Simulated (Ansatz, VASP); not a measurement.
Tl: VASP beside Ansatz

Contents of POSCAR:

```
Tl
1.0
   -1.9410000000      1.9410000000      1.9410000000
    1.9410000000     -1.9410000000      1.9410000000
    1.9410000000      1.9410000000     -1.9410000000
Tl
1
Direct
    0.0000000000      0.0000000000      0.0000000000
```

The input INCAR.step1:

```
PREC = Accurate
ENCUT = 520
ISMEAR = 0
SIGMA = 0.15
LREAL = F
LASPH = T
NELM = 100
NBANDS = 12
GGA = PE
ALGO = Normal
EDIFF = 1E-4
LWAVE = T
LCHARG = F
```

Contents of INCAR.step2:

```
PREC = Accurate
ENCUT = 520
EDIFF = 1E-6
ISMEAR = 0
SIGMA = 0.15
LREAL = F
LASPH = T
NELM = 100
ALGO = Normal
ISIF = 2
LWAVE = F
LCHARG = T
METAGGA = R2SCAN
LMIXTAU = T
LELF = T
LVHAR = T
NBANDS = 12
ISTART = 1
```

Contents of KPOINTS:

```
Automatic mesh
0
Gamma
  20 20 20
```

Input for Ansatz:

```yaml
crystal:
  lattice:
    - [-1.941, 1.941, 1.941]
    - [1.941, -1.941, 1.941]
    - [1.941, 1.941, -1.941]
  atoms:
    - { symbol: Tl, position: [0.0, 0.0, 0.0] }
basis:
  ecutwfc: 500
kpoints:
  mp_grid: { grid: [20, 20, 20] }
hamiltonian:
  xc: r2scan
scf:
  occupations: { method: gaussian, width: 0.15 }
output:
  forces: true
  stress: true
  eigenvalues: true
```

This isn't the form of Tl at room conditions, which is hcp.

Alike in both runs: task single point; functional r2SCAN; k mesh 20 × 20 × 20; occupations gaussian, width 0.15 eV; no spin polarisation.

```csv
,VASP,Ansatz
version,VASP 6.6.1,Ansatz 0.2.0
potentials or method,"VASP PAW PBE potentials, release 64 (Tl_d)","scalar-relativistic, plane waves, PAW"
plane-wave cutoff (eV),520,500
valence electrons in the cell,13,13
```

|  | VASP | Ansatz | Ansatz less VASP |
| --- | --- | --- | --- |
| gap on the k mesh at the Fermi level (eV) | none | none | - |
| pressure (GPa) | 0.9 | 1.0 | +0.03 |

A gap of «none» marks a metal or a gap that the smearing closes. The functional is the same, so the differences come from potentials, cutoffs and numerics.

Caveats: the PAW data sets were made with another functional, which shifts forces and pressure a little (VASP). Spin-orbit coupling is left out, which matters for the levels of Tl.
